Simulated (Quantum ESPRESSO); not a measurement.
# TaN (Fm-3m) in Quantum ESPRESSO: notebook

Runs on TaN. Level: PBE+D3(BJ). Tasks: single point, equation of state.

Program: Quantum ESPRESSO 7.5. These are calculated values, not measurements. Logs are shortened: lines on timing, memory, paths and dates and some standing lists are left out, and cuts for length are marked.

## Step 1: The crystal as given

The structure is cubic, space group Fm-3m (No. 225). The conventional cell has a = 4.423 Å, b = 4.423 Å, c = 4.423 Å, α = 90.00°, β = 90.00°, γ = 90.00°. Around Ta (site symmetry m-3m) lie 6 N at 2.21 Å. N (site symmetry m-3m) has 6 Ta at 2.21 Å as nearest neighbours.

The cell comes from a database or a generator and needn't be the stable form of this composition.

## Step 2: Single point, PBE+D3(BJ), 10.16 Å³/atom

File pw.in:

```
&CONTROL
  calculation = 'scf'
  prefix = 'pwscf'
  outdir = './tmp'
  pseudo_dir = './pseudo'
  tprnfor = .true.
  tstress = .true.
  disk_io = 'nowf'
/
&SYSTEM
  ibrav = 0
  nat = 2
  ntyp = 2
  ecutwfc = 84
  nbnd = 15
  occupations = 'smearing'
  smearing = 'fd'
  degauss = 0.00367493
  vdw_corr = 'grimme-d3'
  dftd3_version = 4
/
&ELECTRONS
  conv_thr = 4d-10
  electron_maxstep = 120
  mixing_beta = 0.5
/
ATOMIC_SPECIES
Ta   180.9479 Ta.upf
N     14.0070 N.upf
CELL_PARAMETERS angstrom
   0.0000000000    2.1661812927    2.1661812927
   2.1661812927    0.0000000000    2.1661812927
   2.1661812927    2.1661812927    0.0000000000
ATOMIC_POSITIONS crystal
Ta     0.5000000000    0.5000000000    0.5000000000
N      0.0000000000    0.0000000000    0.0000000000
K_POINTS automatic
10 10 10 0 0 0
```

Potentials or basis: PseudoDojo 0.4.1 SR PBE standard.

The run is started by

```console
> OMP_NUM_THREADS=1 pw.x -in pw.in > pw.out
```

pw.out:

```text
This program is part of the open-source Quantum ESPRESSO suite
     for quantum simulation of materials; please cite
[... 9 lines left out ...]
     --------------------
     sticks:   dense  smooth     PW     G-vecs:    dense   smooth      PW
     Sum         769     769    241                14211    14211    2421

     Using Slab Decomposition

     bravais-lattice index     =            0
     lattice parameter (alat)  =       5.7891  a.u.
     unit-cell volume          =     137.1864 (a.u.)^3
     number of atoms/cell      =            2
     number of atomic types    =            2
     number of electrons       =        18.00
     number of Kohn-Sham states=           15
     kinetic-energy cutoff     =      84.0000  Ry
     charge density cutoff     =     336.0000  Ry
     scf convergence threshold =      4.0E-10
     mixing beta               =       0.5000
     number of iterations used =            8  plain     mixing
     Exchange-correlation= PBE
                           (   1   4   3   4   0   0   0)

     celldm(1)=   5.789068  celldm(2)=   0.000000  celldm(3)=   0.000000
     celldm(4)=   0.000000  celldm(5)=   0.000000  celldm(6)=   0.000000

     crystal axes: (cart. coord. in units of alat)
               a(1) = (   0.000000   0.707107   0.707107 )
               a(2) = (   0.707107   0.000000   0.707107 )
               a(3) = (   0.707107   0.707107   0.000000 )

     reciprocal axes: (cart. coord. in units 2 pi/alat)
               b(1) = ( -0.707107  0.707107  0.707107 )
               b(2) = (  0.707107 -0.707107  0.707107 )
               b(3) = (  0.707107  0.707107 -0.707107 )

     PseudoPot. # 1 for Ta read from file:
     Ta.upf
     Pseudo is Norm-conserving + core correction, Zval = 13.0
     Generated using ONCVPSP code by D. R. Hamann
     Using radial grid of 1450 points,  8 beta functions with:
                l(1) =   0
                l(2) =   0
                l(3) =   1
                l(4) =   1
                l(5) =   2
                l(6) =   2
                l(7) =   3
                l(8) =   3

     PseudoPot. # 2 for N  read from file:
     N.upf
     Pseudo is Norm-conserving + core correction, Zval =  5.0
     Generated using ONCVPSP code by D. R. Hamann
     Using radial grid of 1058 points,  4 beta functions with:
                l(1) =   0
                l(2) =   0
                l(3) =   1
                l(4) =   1

     atomic species   valence    mass     pseudopotential
     Ta               13.00   180.94790     Ta( 1.00)
     N                 5.00    14.00700     N ( 1.00)

     48 Sym. Ops., with inversion, found

   Cartesian axes

     site n.     atom                  positions (alat units)
         1        Ta     tau(   1) = (   0.7071068   0.7071068   0.7071068  )
         2        N      tau(   2) = (   0.0000000   0.0000000   0.0000000  )

     --------------------------------------------
     DFT-D3 Dispersion Correction (3-body terms):
     --------------------------------------------
       Reference C6 values for interpolation:

         atom   Coordination number   C6
         N          0.000            50.54
         N          0.994            44.25
         N          2.014            39.35
         N          2.990            31.16
         Ta         0.000          2327.65
         Ta         1.946          1319.50
         Ta         2.899           917.54

       Values used:

         atom   Coordination number  R0_AB[au]  C6      C8
         Ta        17.247            3.872    917.54 163439.10
         N          6.026            2.478     31.16    687.49

         Molecular C6 ( Ry / a.u.^6 ) =      1271.92

     number of k points=    47  Fermi-Dirac smearing, width (Ry)=  0.0037
                       cart. coord. in units 2pi/alat
        k(    1) = (   0.0000000   0.0000000   0.0000000), wk =   0.0020000
        k(    2) = (   0.0707107   0.0707107  -0.0707107), wk =   0.0160000
        k(    3) = (   0.1414214   0.1414214  -0.1414214), wk =   0.0160000
        k(    4) = (   0.2121320   0.2121320  -0.2121320), wk =   0.0160000
        k(    5) = (   0.2828427   0.2828427  -0.2828427), wk =   0.0160000
        k(    6) = (  -0.3535534  -0.3535534   0.3535534), wk =   0.0080000
[... 39 lines left out ...]
        k(   46) = (  -0.0707107  -0.3535534   0.6363961), wk =   0.0480000
        k(   47) = (  -0.7071068   0.2828427   0.0000000), wk =   0.0240000

     Dense  grid:    14211 G-vectors     FFT dimensions: (  36,  36,  36)

     Initial potential from superposition of free atoms

     starting charge      17.9991, renormalised to      18.0000
     Starting wfcs are   14 randomized atomic wfcs +    1 random wfcs

     Self-consistent Calculation

     iteration #  1     ecut=    84.00 Ry     beta= 0.50
     Davidson diagonalization with overlap
     ethr =  1.00E-02,  avg # of iterations =  4.2

     total energy              =    -150.96201225 Ry
     estimated scf accuracy    <       0.47870259 Ry
[... 64 lines left out ...]
     iteration # 11     ecut=    84.00 Ry     beta= 0.50
     Davidson diagonalization with overlap
     ethr =  1.96E-11,  avg # of iterations =  1.1

     End of self-consistent calculation

          k = 0.0000 0.0000 0.0000 (  1807 PWs)   bands (ev):

   -46.8756 -13.0697 -13.0697 -13.0697   3.4195  18.6394  18.6394  18.6394
    20.4019  20.4019  20.4019  22.7209  22.7209  24.5176  31.7781

          k = 0.0707 0.0707-0.0707 (  1798 PWs)   bands (ev):
[... 141 lines left out ...]
   -46.7838 -13.8274 -13.5643 -13.3471   5.1354  15.2338  15.7285  16.6371
    19.5289  25.5950  25.7253  27.0857  27.8081  30.9558  32.8529

          k =-0.7071 0.0000 0.0000 (  1772 PWs)   bands (ev):

   -46.7830 -13.9219 -13.4024 -13.4024   4.6670  15.8827  16.8556  17.8615
    17.8615  24.9130  26.4338  26.4338  27.6430  29.9924  31.7757

          k = 0.2828 0.1414 0.0000 (  1790 PWs)   bands (ev):

   -46.8379 -13.5226 -13.2249 -13.1323   4.7780  14.4825  16.4253  16.8317
    20.1646  23.0702  23.5082  24.2635  26.3670  29.2423  35.7604

          k = 0.3536 0.2121-0.0707 (  1787 PWs)   bands (ev):
[... 51 lines left out ...]
   -46.7859 -13.7041 -13.6918 -13.3255   5.5478  14.2747  15.6290  15.7644
    21.5037  23.6972  25.8215  27.2756  28.4397  32.7325  34.1248

          k =-0.7071 0.1414 0.0000 (  1774 PWs)   bands (ev):

   -46.7830 -13.8739 -13.4537 -13.4135   4.9048  15.7993  16.1964  16.6589
    19.1147  25.5965  25.8369  26.4388  27.9308  30.4922  32.3963

          k =-0.1414-0.4243 0.7071 (  1799 PWs)   bands (ev):
[... 6 lines left out ...]
   -46.7851 -13.7377 -13.6207 -13.3771   5.5253  14.4335  15.6038  15.7000
    22.4364  22.5149  26.2158  27.3260  27.9289  33.1547  34.0512

          k =-0.7071 0.2828 0.0000 (  1770 PWs)   bands (ev):

   -46.7829 -13.7467 -13.5862 -13.4314   5.3366  15.1140  15.6670  15.7314
    21.2324  23.5876  26.4470  26.8332  27.7107  32.5850  33.9798

     the Fermi energy is    22.6409 ev

!    total energy              =    -151.14025192 Ry
     estimated scf accuracy    <          1.8E-10 Ry
     smearing contrib. (-TS)   =      -0.00037940 Ry
     internal energy E=F+TS    =    -151.13987252 Ry

     The total energy is F=E-TS. E is the sum of the following terms:
     one-electron contribution =      -3.61973294 Ry
     hartree contribution      =      14.46774889 Ry
     xc contribution           =     -35.97586583 Ry
     ewald contribution        =    -125.94737910 Ry
     DFT-D3 Dispersion         =      -0.06464355 Ry

     convergence has been achieved in  11 iterations

     Forces acting on atoms (cartesian axes, Ry/au):

     atom    1 type  1   force =     0.00000000    0.00000000   -0.00000000
     atom    2 type  2   force =    -0.00000000   -0.00000000    0.00000000

     Total force =     0.000000     Total SCF correction =     0.000000

     Computing stress (Cartesian axis) and pressure

          total   stress  (Ry/bohr**3)                   (kbar)     P=      147.63
   0.00100358  -0.00000000  -0.00000000          147.63       -0.00       -0.00
  -0.00000000   0.00100358   0.00000000           -0.00      147.63        0.00
  -0.00000000   0.00000000   0.00100358           -0.00        0.00      147.63

=------------------------------------------------------------------------------=
   JOB DONE.
=------------------------------------------------------------------------------=
```

Run time: 25 s. Hardware: 1 thread of Intel Xeon Platinum 8259CL at 2.50GHz (Skylake/Cascade Lake), shared host; peak memory 0.08 GiB.

What came out:

```yaml
Free_energy: -2056.3679 eV
Pressure: 14.8 GPa
Band_gap_on_the_k_mesh: none (metal or under the smearing width)
```

Caveat: pairwise dispersion overbinds metals, which lowers pressure and volume.

## Step 3: Single point, PBE+D3(BJ), 10.38 Å³/atom

Changes to pw.in since step 2:

```diff
@@ -30,5 +30,5 @@
 CELL_PARAMETERS angstrom
-   0.0000000000    2.1661812927    2.1661812927
-   2.1661812927    0.0000000000    2.1661812927
-   2.1661812927    2.1661812927    0.0000000000
+   0.0000000000    2.1814365931    2.1814365931
+   2.1814365931    0.0000000000    2.1814365931
+   2.1814365931    2.1814365931    0.0000000000
 ATOMIC_POSITIONS crystal
```

Potentials or basis: PseudoDojo 0.4.1 SR PBE standard.

The run is started by

```console
> OMP_NUM_THREADS=1 pw.x -in pw.in > pw.out
```

Run time: 25 s. Hardware: 1 thread of Intel Xeon Platinum 8259CL at 2.50GHz (Skylake/Cascade Lake), shared host; peak memory 0.08 GiB.

The run converged. Its results:

* Free energy: -2056.3965 eV
* Pressure: 6.5 GPa
* Band gap on the k mesh: none (metal or under the smearing width)

Caveat: pairwise dispersion overbinds metals, which lowers pressure and volume.

## Step 4: Single point, PBE+D3(BJ), 10.60 Å³/atom

Changes to pw.in since step 3:

```diff
@@ -30,5 +30,5 @@
 CELL_PARAMETERS angstrom
-   0.0000000000    2.1814365931    2.1814365931
-   2.1814365931    0.0000000000    2.1814365931
-   2.1814365931    2.1814365931    0.0000000000
+   0.0000000000    2.1964814589    2.1964814589
+   2.1964814589    0.0000000000    2.1964814589
+   2.1964814589    2.1964814589    0.0000000000
 ATOMIC_POSITIONS crystal
```

The run is started by

```console
> OMP_NUM_THREADS=1 pw.x -in pw.in > pw.out
```

Wall time 27 s (1 thread of Intel Xeon Platinum 8259CL at 2.50GHz (Skylake/Cascade Lake), shared host); peak memory 0.08 GiB.

Results (log left out):

```
Free energy            : -2056.4041 eV
Pressure               : -0.8 GPa
Band gap on the k mesh : none (metal or under the smearing width)
```

Caveat: pairwise dispersion overbinds metals, which lowers pressure and volume.

## Step 5: Single point, PBE+D3(BJ), 10.81 Å³/atom

Changes to pw.in since step 4:

```diff
@@ -30,5 +30,5 @@
 CELL_PARAMETERS angstrom
-   0.0000000000    2.1964814589    2.1964814589
-   2.1964814589    0.0000000000    2.1964814589
-   2.1964814589    2.1964814589    0.0000000000
+   0.0000000000    2.2113230000    2.2113230000
+   2.2113230000    0.0000000000    2.2113230000
+   2.2113230000    2.2113230000    0.0000000000
 ATOMIC_POSITIONS crystal
```

The run is started by

```console
> OMP_NUM_THREADS=1 pw.x -in pw.in > pw.out
```

It took 25 s on 1 thread of Intel Xeon Platinum 8259CL at 2.50GHz (Skylake/Cascade Lake), shared host; peak memory 0.08 GiB.

Results (log left out):

| Property | Result |
| --- | --- |
| Free energy | -2056.3929 eV |
| Pressure | -7.4 GPa |
| Band gap on the k mesh | none (metal or under the smearing width) |

Caveat: pairwise dispersion overbinds metals, which lowers pressure and volume.

## Step 6: Single point, PBE+D3(BJ), 11.03 Å³/atom

Changes to pw.in since step 5:

```diff
@@ -30,5 +30,5 @@
 CELL_PARAMETERS angstrom
-   0.0000000000    2.2113230000    2.2113230000
-   2.2113230000    0.0000000000    2.2113230000
-   2.2113230000    2.2113230000    0.0000000000
+   0.0000000000    2.2259679500    2.2259679500
+   2.2259679500    0.0000000000    2.2259679500
+   2.2259679500    2.2259679500    0.0000000000
 ATOMIC_POSITIONS crystal
```

Potentials or basis: PseudoDojo 0.4.1 SR PBE standard.

The run is started by

```console
> OMP_NUM_THREADS=1 pw.x -in pw.in > pw.out
```

Run time: 26 s. Hardware: 1 thread of Intel Xeon Platinum 8259CL at 2.50GHz (Skylake/Cascade Lake), shared host; peak memory 0.08 GiB.

The run converged. Its results:

| Property | Result |
| --- | --- |
| Free energy | -2056.3648 eV |
| Pressure | -13.3 GPa |
| Band gap on the k mesh | none (metal or under the smearing width) |

Caveat: pairwise dispersion overbinds metals, which lowers pressure and volume.

## Step 7: Single point, PBE+D3(BJ), 11.25 Å³/atom

Changes to pw.in since step 6:

```diff
@@ -30,5 +30,5 @@
 CELL_PARAMETERS angstrom
-   0.0000000000    2.2259679500    2.2259679500
-   2.2259679500    0.0000000000    2.2259679500
-   2.2259679500    2.2259679500    0.0000000000
+   0.0000000000    2.2404226923    2.2404226923
+   2.2404226923    0.0000000000    2.2404226923
+   2.2404226923    2.2404226923    0.0000000000
 ATOMIC_POSITIONS crystal
```

The run is started by

```console
> OMP_NUM_THREADS=1 pw.x -in pw.in > pw.out
```

Wall time 25 s (1 thread of Intel Xeon Platinum 8259CL at 2.50GHz (Skylake/Cascade Lake), shared host); peak memory 0.08 GiB.

It converged, with:

```yaml
Free_energy: -2056.3218 eV
Pressure: -18.6 GPa
Band_gap_on_the_k_mesh: none (metal or under the smearing width)
```

Caveat: pairwise dispersion overbinds metals, which lowers pressure and volume.

## Step 8: Single point, PBE+D3(BJ), 11.46 Å³/atom

Changes to pw.in since step 7:

```diff
@@ -30,5 +30,5 @@
 CELL_PARAMETERS angstrom
-   0.0000000000    2.2404226923    2.2404226923
-   2.2404226923    0.0000000000    2.2404226923
-   2.2404226923    2.2404226923    0.0000000000
+   0.0000000000    2.2546932853    2.2546932853
+   2.2546932853    0.0000000000    2.2546932853
+   2.2546932853    2.2546932853    0.0000000000
 ATOMIC_POSITIONS crystal
```

The run is started by

```console
> OMP_NUM_THREADS=1 pw.x -in pw.in > pw.out
```

It took 26 s on 1 thread of Intel Xeon Platinum 8259CL at 2.50GHz (Skylake/Cascade Lake), shared host; peak memory 0.08 GiB.

The run converged. Its results:

- Free energy: -2056.2652 eV
- Pressure: -23.3 GPa
- Band gap on the k mesh: none (metal or under the smearing width)

Caveat: pairwise dispersion overbinds metals, which lowers pressure and volume.

## Step 9: Equation of state, PBE+D3(BJ)

Potentials or basis: PseudoDojo 0.4.1 SR PBE standard.

This step only gathers the single runs of the series.

Results:

```
Equilibrium volume                      : 10.57 Å³/atom
Bulk modulus                            : 344 GPa
Pressure derivative of the bulk modulus : 4.5
```

Energy against volume, from the lowest point:
```csv
volume (Å³/atom),energy (meV/atom)
10.164,18.10
10.381,3.82
10.597,0.00
10.813,5.62
11.030,19.64
11.246,41.16
11.462,69.43
```

The run has no spin-orbit coupling, so splittings on Ta are missing.
